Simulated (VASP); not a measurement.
Input:

```xyz
2
Lattice="0.0000 3.0063 3.0063 3.0063 0.0000 3.0063 3.0063 3.0063 0.0000" Properties=species:S:1:pos:R:3 pbc="T T T"
Zn     0.0000     0.0000     0.0000
Te     1.5032     1.5032     1.5032
```

Calculation: rev-vdW-DF2, VASP's PBE PAW potentials (set 64) (plane waves; VASP). Settings: 520 eV cut-off, 8×8×8 Γ-centred mesh, Gaussian smearing of 0.050 eV, potentials Zn Te.

Q: The job: ZnTe (zinc blende), 2 atoms, rev-vdW-DF2, static run, 520 eV, 8×8×8 Γ-centred mesh. Roughly how much core time does it take on a busy server core?

A: About 30 core-seconds (one run on a shared machine, a rough figure). It had 29 irreducible k-points, 13 bands, up to 1476 plane waves and 13 electronic steps.

The compound is ZnTe in the zinc blende structure. This cell is one point of a volume scan, at 0.94 of the reference volume.
